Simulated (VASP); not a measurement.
Input of a VASP 6.6.1 run:

File INCAR:

```
SYSTEM = BeTe
PREC = Accurate
ENCUT = 520
EDIFF = 1E-7
ISMEAR = 0
SIGMA = 0.02
LREAL = .False.
LASPH = .True.
NELM = 60
ALGO = Normal
ISIF = 3
LWAVE = .False.
LCHARG = .False.
GGA = PE
IBRION = 2
NSW = 80
EDIFFG = -0.002
AMIX = 0.2
```

The input KPOINTS:

```
Automatic mesh
0
Gamma
  10 10 10
  0 0 0
```

The input POSCAR:

```
BeTe
1.0
    0.0000000000      2.7700000000      2.7700000000
    2.7700000000      0.0000000000      2.7700000000
    2.7700000000      2.7700000000      0.0000000000
Be Te
1 1
Direct
    0.0000000000      0.0000000000      0.0000000000
    0.2500000000      0.2500000000      0.2500000000
```

Potentials or basis: VASP PAW PBE potentials, release 64 (Be, Te).

Launch:

```console
$ cat potpaw_PBE.64/Be/POTCAR potpaw_PBE.64/Te/POTCAR > POTCAR
$ mpirun -np 1 vasp_std > vasp.out
```

Question: What does it give for the space group after relaxing (to 0.05 Å)?

Answer: F-43m (No. 216).

Question: Predict the relaxed cell.

Answer: a = 4.008 Å, b = 4.008 Å, c = 4.008 Å, α = 60.00°, β = 60.00°, γ = 60.00°.

Question: Predict the relaxed volume.

Answer: 22.76 Å³/atom.

The path:
```csv
step,energy change (eV),largest force (eV/Å),pressure (GPa),volume (Å³)
1,0.0000,0.0000,4.45,42.51
2,-0.0376,0.0000,-0.85,46.24
3,-0.0396,0.0000,0.01,45.52
4,-0.0395,0.0000,-0.06,45.58
5,-0.0396,0.0000,0.01,45.52
```

 Zero-point motion and thermal expansion aren't in these numbers.
